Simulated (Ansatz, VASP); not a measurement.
Two plane-wave programs on GaP

```
Ga P
1.0
     0.00000    2.56174    2.72525
     2.72525    0.00000    2.72525
     2.72525    2.56174    0.00000
Ga P
1 1
Direct
  0.00000 0.00000 0.00000
  0.75000 0.75000 0.75000
```

Change from the starting cell: strain -0.0600 x Voigt [0, 1, 0, 0, 0, 0], atoms carried along.

Alike in both runs: task single point; functional LDA; k mesh 8 × 8 × 8; occupations gaussian, width 0.05 eV; no spin polarisation.

```csv
,VASP,Ansatz
version,VASP 6.6.1,Ansatz 0.2.0
potentials or method,"VASP PAW LDA potentials, release 64 (Ga_d, P)","scalar-relativistic, plane waves, PAW"
plane-wave cutoff (eV),520,420
valence electrons in the cell,18,18
```

|  | VASP | Ansatz | Ansatz less VASP |
| --- | --- | --- | --- |
| gap on the k mesh at the Fermi level (eV) | 0.79 | 0.79 | -0.002 |
| least direct gap on the mesh (eV) | 1.91 | 1.88 | -0.030 |
| pressure (GPa) | 2.8 | 2.7 | -0.09 |
| largest component of the traceless stress (GPa) | 2.85 | 2.86 | +0.006 |

A k mesh can miss the band edges.
